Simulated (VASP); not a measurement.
# Te2Mo in VASP: further runs

One slab, Te2Mo, is run at these levels: PBE0; tasks: single point.

Everything below comes from runs of VASP 6.6.1. Logs are shortened: lines on timing, memory, paths and dates and some standing lists are left out, and cuts for length are marked.

## (1) The slab as given

The cell holds a slab with vacuum, 3 atoms: a = 3.560 Å, b = 3.560 Å, c = 17.524 Å, α = 90.00°, β = 90.00°, γ = 120.00°.

## (2) Single point, PBE0

File POSCAR:

```
Te2Mo
1.0
    3.5602328140      0.0000000000      0.0000000000
   -1.7801164070      3.0832520603      0.0000000000
    0.0000000000      0.0000000000     17.5240578200
Te Mo
2 1
Direct
    0.3333333333      0.6666666667      0.1021445500
    0.3333333333      0.6666666667      0.8978554500
    0.0000000000      0.0000000000      0.0000000000
```

File INCAR.step1:

```
PREC = Accurate
ENCUT = 350
EDIFF = 1E-5
ISMEAR = 0
SIGMA = 0.01
LREAL = False
LASPH = True
NELM = 100
ALGO = Normal
ISIF = 2
LWAVE = True
LCHARG = False
NKRED = 1
NBANDS = 21
GGA = PE
```

File INCAR.step2:

```
PREC = Accurate
ENCUT = 350
EDIFF = 1E-6
ISMEAR = 0
SIGMA = 0.01
LREAL = False
LASPH = True
NELM = 100
ALGO = Normal
ISIF = 2
LWAVE = False
LCHARG = False
GGA = PE
LHFCALC = True
AEXX = 0.25
PRECFOCK = Normal
NKRED = 1
NBANDS = 21
ISTART = 1
```

File KPOINTS:

```
regular mesh
0
Gamma
  6 6 1
```

Potentials or basis: VASP PAW PBE potentials, release 64 (Te, Mo_sv).

Launch:

```
cat potpaw_PBE.64/Te/POTCAR potpaw_PBE.64/Mo_sv/POTCAR > POTCAR
cp INCAR.step1 INCAR
mpirun -np 1 vasp_std > vasp.out
cp INCAR.step2 INCAR
mpirun -np 1 vasp_std > vasp.out
```

OUTCAR:

```text
PREC = Accurate
   ENCUT = 350
   EDIFF = 1E-6
   ISMEAR = 0
   LREAL = False
   LASPH = True
   NELM = 100
   ISIF = 2
   GGA = PE
   LHFCALC = True
   AEXX = 0.25
   PRECFOCK = Normal
   NKRED = 1
   ISTART = 1

 Found      7 irreducible k-points:

 Following reciprocal coordinates:
            Coordinates               Weight
  0.000000  0.000000  0.000000      1.000000
  0.166667  0.000000  0.000000      6.000000
  0.333333  0.000000  0.000000      6.000000
  0.500000  0.000000  0.000000      3.000000
  0.166667  0.166667  0.000000      6.000000
  0.333333  0.166667  0.000000     12.000000
   k-points           NKPTS =      7   k-points in BZ     NKDIM =     36   number of bands    NBANDS=     21
   number of dos      NEDOS =    301   number of ions     NIONS =      3
   total plane-waves  NPLWV =  62208
   dimension x,y,z NGX =    24 NGY =   24 NGZ =  108
   dimension x,y,z NGXF=    48 NGYF=   48 NGZF=  216
   ions per type =               2   1
   NGX,Y,Z   is equivalent  to a cutoff of  11.21, 11.21, 10.25 a.u.
   NGXF,Y,Z  is equivalent  to a cutoff of  22.41, 22.41, 20.49 a.u.
 SYSTEM =  unknown system
   PREC   = accura    normal or accurate (medium, high low for compatibility)
   ISTART =      1    job   : 0-new  1-cont  2-samecut
   ICHARG =      0    charge: 1-file 2-atom 10-const
   ISPIN  =      1    spin polarized calculation?
   LNONCOLLINEAR =      F non collinear calculations
   LSORBIT =      F    spin-orbit coupling
   LASPH  =      T    aspherical Exc in radial PAW
   ENCUT  =  350.0 eV  25.72 Ry    5.07 a.u.   5.43  5.43 26.73*2*pi/ulx,y,z
   NELM   =    100;   NELMIN=  2; NELMDL=  0     # of ELM steps
   EDIFF  = 0.1E-05   stopping-criterion for ELM
   LREAL  =      F    real-space projection
   EDIFFG = 0.1E-04   stopping-criterion for IOM
   NSW    =      0    number of steps for IOM
   IBRION =     -1    ionic relax: 0-MD 1-quasi-New 2-CG
   NFREE  =      0    steps in history (QN), initial steepest desc. (CG)
   ISIF   =      2    stress and relaxation
   ISYM   =      3    0-nonsym 1-usesym 2-fastsym
   POTIM  = 0.5000    time-step for ionic-motion
   TEBEG  =    0.0;   TEEND  =   0.0 temperature during run
   PSTRESS=    0.0 pullay stress
   NELECT =      26.0000    total number of electrons
   NUPDOWN=      -1.0000    fix difference up-down
   EMIN   =  10.00;   EMAX   =-10.00  energy-range for DOS
   EFERMI =   0.00;   METHOD = LEGACY
   ISMEAR =     0;   SIGMA  =   0.01  broadening in eV -4-tet -1-fermi 0-gaus
   EFERMI_NEDOS =   21; number of points for ismear=-14 and -15
   IALGO  =     38    algorithm
   IMIX   =      1    mixing-type and parameters
     AMIX     =   0.40;   BMIX     =  1.00
     AMIX_MAG =   1.60;   BMIX_MAG =  1.00
  volume/ion in A,a.u.               =      64.12       432.71
  Fermi-wavevector in a.u.,A,eV,Ry     =   0.840153  1.587660  9.603777  0.705858
  Thomas-Fermi vector in A             =   1.954489
   LORBIT       =      0    0 simple, 1 ext, 2 COOP (PROOUT), +10 PAW based schemes
   GGA     = PE    functional components
   LHFCALC =     T    Hartree Fock is set to
   PRECFOCK=normal    Normal, Fast or Accurate (Low or Medium for compatibility)
   ENCUT4O =  -1.0   cutoff for four orbital integrals eV
   NKREDX  =     1    reduce k-point grid by
   NKREDY  =     1    reduce k-point grid by
   NKREDZ  =     1    reduce k-point grid by
   AEXX    =    0.2500 exact exchange contribution
   HFSCREEN=    0.0000 screening length (either q_TF or 0.3 A-1)
   HFSCREENC=   0.0000 screening length for correlation (either q_TF or 0.3 A-1)
   ENCUTFOCK=  -1.0 apply spherical cutoff to Coloumb kernel
   IVDW    =     0    specifies the selected vdW correction
   LEPSILON=     F    determine dielectric tensor
   LRPA    =     F    only Hartree local field effects (RPA)
 non-spin polarized calculation
 Gauss-broadening in eV      SIGMA  =   0.01
  energy-cutoff  :      350.00
  volume of cell :      192.36
 maximum number of plane-waves:      2969
 NGX is ok and might be reduce to    24
  NGX = 18; NGY = 18; NGZ = 84

 number of electron      26.0000004 magnetization

 Free energy of the ion-electron system (eV)
  ---------------------------------------------------
  ext. energy  EPLUGINS =         0.00000000
  ---------------------------------------------------
  free energy    TOTEN  =       -24.02199121 eV

  energy without entropy =      -24.02199121  energy(sigma->0) =      -24.02199121

 E-fermi :  -0.4428     XC(G=0):  -3.7040

 val. band max:       -0.5505239952   @ k =   0.3333   0.3333   0.0000
 cond. band min:       1.5825712796   @ k =   0.3333   0.3333   0.0000
 fundamental gap:      2.1330952749
 Fermi energy:        -0.4427679927

 k-point     1 :       0.0000    0.0000    0.0000
  band No.  band energies     occupation
      1     -65.3856      2.00000
      2     -38.1137      2.00000
      3     -37.9943      2.00000
      4     -37.9943      2.00000
      5     -14.4766      2.00000
      6     -13.3643      2.00000
      7      -6.2139      2.00000
      8      -2.6335      2.00000
      9      -2.6335      2.00000
     10      -2.5036      2.00000
     11      -1.6325      2.00000
     12      -1.6325      2.00000
     13      -1.0450      2.00000
     14       3.7938      0.00000
     15       3.7938      0.00000
     16       4.1532      0.00000
     17       4.1532      0.00000
     18       4.6329      0.00000
     19       5.1337      0.00000
     20       5.9639      0.00000
     21       6.9916      0.00000

 k-point     2 :       0.1667    0.0000    0.0000
  band No.  band energies     occupation
      1     -65.3826      2.00000
      2     -38.1057      2.00000
      3     -38.0332      2.00000
      4     -38.0036      2.00000
      5     -14.0713      2.00000
      6     -13.0916      2.00000
      7      -5.7762      2.00000
      8      -3.4880      2.00000
      9      -3.2349      2.00000
     10      -2.2800      2.00000
     11      -2.1383      2.00000
     12      -1.5408      2.00000
     13      -1.1790      2.00000
     14       2.6563      0.00000
     15       2.8405      0.00000
     16       3.3831      0.00000
     17       4.1302      0.00000
     18       5.1231      0.00000
     19       5.5975      0.00000
     20       6.4738      0.00000
     21       8.0577      0.00000

 k-point     3 :       0.3333    0.0000    0.0000
  band No.  band energies     occupation
      1     -65.3768      2.00000
      2     -38.1119      2.00000
      3     -38.0894      2.00000
      4     -38.0230      2.00000
      5     -13.0506      2.00000
      6     -12.4174      2.00000
      7      -5.6344      2.00000
      8      -4.7058      2.00000
      9      -4.5838      2.00000
     10      -2.9296      2.00000
     11      -2.2240      2.00000
     12      -1.6683      2.00000
     13      -1.4846      2.00000
     14       2.1534      0.00000
     15       2.3444      0.00000
     16       3.3844      0.00000
     17       4.4878      0.00000
     18       6.1469      0.00000
     19       6.6499      0.00000
     20       6.7117      0.00000
     21       7.4225      0.00000

 k-point     4 :       0.5000    0.0000    0.0000
  band No.  band energies     occupation
      1     -65.3739      2.00000
      2     -38.1509      2.00000
      3     -38.0810      2.00000
      4     -38.0328      2.00000
      5     -12.3327      2.00000
      6     -11.9710      2.00000
      7      -6.6692      2.00000
      8      -5.6507      2.00000
      9      -4.4263      2.00000
     10      -3.2614      2.00000
     11      -2.4502      2.00000
     12      -1.4375      2.00000
     13      -1.0469      2.00000
     14       1.9871      0.00000
     15       2.4442      0.00000
     16       4.1080      0.00000
     17       4.5714      0.00000
     18       4.7726      0.00000
     19       6.7397      0.00000
     20       7.3784      0.00000
     21       7.5690      0.00000

 k-point     5 :       0.1667    0.1667    0.0000
  band No.  band energies     occupation
      1     -65.3783      2.00000
      2     -38.0938      2.00000
      3     -38.0851      2.00000
      4     -38.0253      2.00000
      5     -13.3488      2.00000
      6     -12.6090      2.00000
      7      -5.2637      2.00000
      8      -4.4088      2.00000
      9      -3.9745      2.00000
     10      -3.4219      2.00000
     11      -2.3296      2.00000
     12      -1.5603      2.00000
     13      -1.3032      2.00000
     14       1.9417      0.00000
     15       2.5002      0.00000
     16       2.6405      0.00000
     17       4.3074      0.00000
     18       5.9338      0.00000
     19       6.4655      0.00000
     20       7.2682      0.00000
     21       8.1059      0.00000

 k-point     6 :       0.3333    0.1667    0.0000
  band No.  band energies     occupation
      1     -65.3739      2.00000
      2     -38.1309      2.00000
      3     -38.0814      2.00000
      4     -38.0524      2.00000
      5     -12.3817      2.00000
      6     -11.9818      2.00000
      7      -6.0709      2.00000
      8      -5.3742      2.00000
      9      -4.3068      2.00000
     10      -3.6649      2.00000
     11      -2.9729      2.00000
     12      -2.2833      2.00000
     13      -0.9389      2.00000
     14       2.0487      0.00000
     15       2.4457      0.00000
     16       3.1142      0.00000
     17       4.4662      0.00000
     18       5.7283      0.00000
     19       7.4807      0.00000
     20       7.5577      0.00000
     21       8.1665      0.00000

 [... further k-points ...]

------------------------ aborting loop because EDIFF is reached ----------------------------------------

  FORCE on cell =-STRESS in cart. coord.  units (eV):
  Direction    XX          YY          ZZ          XY          YZ          ZX
  --------------------------------------------------------------------------------------
  -------------------------------------------------------------------------------------
  Total       -1.7688134     -1.7688134     -1.2828777      0.0000000      0.0000000      0.0000000
  in kB      -14.7322982    -14.7322982    -10.6849803      0.0000000      0.0000000      0.0000000
  external PRESSURE =     -13.3831923 kB  Pullay stress =       0.0000000 kB

 VOLUME and BASIS-vectors are now :
 -----------------------------------------------------------------------------
  energy-cutoff  :      350.00
  volume of cell :      192.36
      direct lattice vectors                 reciprocal lattice vectors
     3.560232814  0.000000000  0.000000000     0.280880508  0.162166437  0.000000000
    -1.780116407  3.083252060  0.000000000     0.000000000  0.324332873  0.000000000
     0.000000000  0.000000000 17.524057820     0.000000000  0.000000000  0.057064409

 POSITION                                       TOTAL-FORCE (eV/Angst)
 -----------------------------------------------------------------------------------
     -0.00000      2.05550      1.78999         0.000000     -0.000000     -0.303208
     -0.00000      2.05550     15.73407        -0.000000      0.000000      0.303208
      0.00000      0.00000      0.00000        -0.000000      0.000000      0.000000
 -----------------------------------------------------------------------------------
    total drift:                                0.000001     -0.000000      0.000000

  FREE ENERGIE OF THE ION-ELECTRON SYSTEM (eV)
  ---------------------------------------------------
  free  energy   TOTEN  =       -24.0219912085 eV

  energy  without entropy=      -24.0219912085  energy(sigma->0) =      -24.02199121
```

It took 7.7 min on 1 thread of Intel Xeon 6975P-C (Granite Rapids), shared host; peak memory 0.25 GiB.

The run converged, but some of its settings lie outside the range that counts as converged, so its numbers aren't taken as properties of the slab.

What came out:

- Free energy: -24.0220 eV
- Largest force: 0.303 eV/Å
- Band gap on the k mesh: 2.13 eV, direct

Caveat: the PAW data sets were made with another functional, which shifts forces and pressure a little; spin-orbit coupling is left out, which moves the levels of the heavy elements.

(Continued in part 2 of 2.)
